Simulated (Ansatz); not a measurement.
**Si: Si vacancy**

The calculation used DFT PBEsol, scalar-relativistic, plane waves, PAW in Ansatz 0.2.0. Run with 420 eV cutoff, 3×3×3 k-mesh, Gaussian smearing of 0.02 eV, collinear spin.

Host crystal, relaxed:

```cif
data_structure
_symmetry_space_group_name_H-M 'P 1'
_symmetry_Int_Tables_number 1
_cell_length_a 3.8423
_cell_length_b 3.8423
_cell_length_c 3.8423
_cell_angle_alpha 60.000
_cell_angle_beta 60.000
_cell_angle_gamma 60.000
_cell_volume 40.11
loop_
_atom_site_label
_atom_site_type_symbol
_atom_site_fract_x
_atom_site_fract_y
_atom_site_fract_z
_atom_site_occupancy
Si1 Si 0.25000 0.25000 0.25000 1
Si2 Si 0.00000 0.00000 0.00000 1
```

Supercell of 32 atoms, rows in host cell vectors: 1 -3 1; -3 1 1; 1 1 -3. Atoms relax at the host's cell, keeping the symmetry that the supercell leaves at the site. The cell is small, so energies carry finite-size errors of tenths of an eV. The host's Kohn–Sham gap is 0.46 eV.

Starting moments were lost in some runs.

Defect: Si vacancy, charge -2.

Command:

```bash
ansatz run input.yaml --threads 4 --pin off --max-ram 10240MiB --backend cpu --events-out ev --progress --plain --runs-dir out
```

The input:

```yaml
crystal:
  lattice:
    - [-5.4338341026, 5.4338341026, -5.4338341026]
    - [5.4338341026, -5.4338341026, -5.4338341026]
    - [-5.4338341026, -5.4338341026, 5.4338341026]
  atoms:
    - { symbol: Si, position: [0.752458524, 0.5, -0.0067567933] }
    - { symbol: Si, position: [0.5, 0.5, 0.25] }
    - { symbol: Si, position: [0.2432432067, 0.252458524, 0.75] }
    - { symbol: Si, position: [0.2432432067, 0.5, 0.502458524] }
    - { symbol: Si, position: [0.0, 0.252458524, -0.0067567933] }
    - { symbol: Si, position: [0.7567567933, 0.2567567933, 0.2592153173] }
    - { symbol: Si, position: [0.5, 0.0, 0.75] }
    - { symbol: Si, position: [0.5092153173, 0.2567567933, 0.5067567933] }
    - { symbol: Si, position: [0.247541476, -0.0092153173, -0.002458524] }
    - { symbol: Si, position: [0.0, 0.0, 0.25] }
    - { symbol: Si, position: [0.752458524, 0.7432432067, 0.75] }
    - { symbol: Si, position: [0.7567567933, 0.0092153173, 0.5067567933] }
    - { symbol: Si, position: [0.4907846827, 0.747541476, -0.002458524] }
    - { symbol: Si, position: [0.247541476, 0.747541476, 0.2407846827] }
    - { symbol: Si, position: [0.0, 0.7432432067, 0.502458524] }
    - { symbol: Si, position: [0.2206944687, 0.7206944687, -0.0293055313], spin: 0.5 }
    - { symbol: Si, position: [0.0, 0.7477178966, 0.2505284937] }
    - { symbol: Si, position: [0.7522821034, 0.7528105971, 0.5022821034] }
    - { symbol: Si, position: [0.5005284937, 0.5, -0.0022821034] }
    - { symbol: Si, position: [0.5005284937, 0.7477178966, 0.75] }
    - { symbol: Si, position: [0.2477178966, 0.5, 0.2505284937] }
    - { symbol: Si, position: [0.0, 0.5, 0.5293055313], spin: 0.5 }
    - { symbol: Si, position: [0.7522821034, 0.2522821034, 0.0028105971] }
    - { symbol: Si, position: [0.7793055313, 0.5, 0.75], spin: 0.5 }
    - { symbol: Si, position: [0.4994715063, 0.2471894029, 0.2494715063] }
    - { symbol: Si, position: [0.2528105971, 0.2522821034, 0.5022821034] }
    - { symbol: Si, position: [0.0, 0.0005284937, -0.0022821034] }
    - { symbol: Si, position: [0.0, 0.2793055313, 0.75], spin: 0.5 }
    - { symbol: Si, position: [0.7471894029, -0.0005284937, 0.2494715063] }
    - { symbol: Si, position: [0.4994715063, -0.0005284937, 0.4971894029] }
    - { symbol: Si, position: [0.2477178966, 0.0005284937, 0.75] }
  host:
    lattice:
      - [0.0, 2.7169170513, 2.7169170513]
      - [2.7169170513, 0.0, 2.7169170513]
      - [2.7169170513, 2.7169170513, 0.0]
    atoms:
      - { symbol: Si, position: [0.25, 0.25, 0.25] }
      - { symbol: Si, position: [0.0, 0.0, 0.0] }
total_charge: -2
basis:
  ecutwfc: 420
  xc_grid: 2
kpoints:
  mp_grid: { grid: [3, 3, 3], shift: [0.0, 0.0, 0.0] }
hamiltonian:
  xc: pbesol
scf:
  occupations: { method: gaussian, width: 0.02 }
output:
  forces: true
  stress: false
  eigenvalues: true
  populations: true
  charged_corrections:
    defect_position: [0.0, 0.5, 0.75]
    epsilon: [[13.2922, 0.0, 0.0], [0.0, 13.2922, 0.0], [0.0, 0.0, 13.2922]]
  write_density: true
  write_potential: true
  elf: true
  volumetric_format: npy
magnetization:
  spin_polarized: true
relax:
  adjacent_minimum: "off"
  f_tol: 0.025
  max_steps: 45
```

From the output:

```
Warning: RAYON_NUM_THREADS=4 ignored (pool sized by the plan → 4); use --threads N
Crystal: 31 atoms, lattice volume = 641.770 Å³
Basis set: ecut = 420 eV, 12527 PW (Γ), exchange–correlation on 128×128×128 points (8 copies of the dense FFT grid, shifted against one another)
Bands: 95, of which v1, the nominal top of the filled ones, is band 63 counted from 1 (62 counted from 0)
Symmetry: 24 space group operations
Space group: I-43m (ITA 217), of the structure as read, at distance tolerance 8.6e-5 Å
k-points: 4 of 27 (time reversal used)
relax step   1: F+E_penalty+E_count = -19250.58703884 eV  Δ(F+E_penalty+E_count) = +0.000e0 eV  max|allowed force component| = 1.495e-1 eV/Å  Δτ_max = 0.0000 Å
relax step   2: F+E_penalty+E_count = -19250.64122645 eV  Δ(F+E_penalty+E_count) = -5.419e-2 eV  max|allowed force component| = 8.941e-2 eV/Å  Δτ_max = 0.0598 Å
relax step   3: F+E_penalty+E_count = -19250.65951705 eV  Δ(F+E_penalty+E_count) = -1.829e-2 eV  max|allowed force component| = 3.349e-2 eV/Å  Δτ_max = 0.0738 Å
relax step   4: F+E_penalty+E_count = -19250.65477511 eV  Δ(F+E_penalty+E_count) = +4.742e-3 eV  max|allowed force component| = 8.010e-2 eV/Å  Δτ_max = 0.0123 Å
relax step   5: F+E_penalty+E_count = -19250.66073803 eV  Δ(F+E_penalty+E_count) = -1.221e-3 eV  max|allowed force component| = 2.463e-3 eV/Å  Δτ_max = 0.0060 Å
SCF converged after 6 iterations
Free energy (F): -19250.660738 eV
E sigma→0 (E₀):  -19250.660607 eV
Fermi energy:    5.958926 eV
```

The relaxation gained 0.07 eV in 5 steps. It took 67 s on 4 threads of Intel(R) Xeon(R) CPU @ 2.60GHz (Ice Lake), with other jobs on the host, peak memory 1.7 GiB.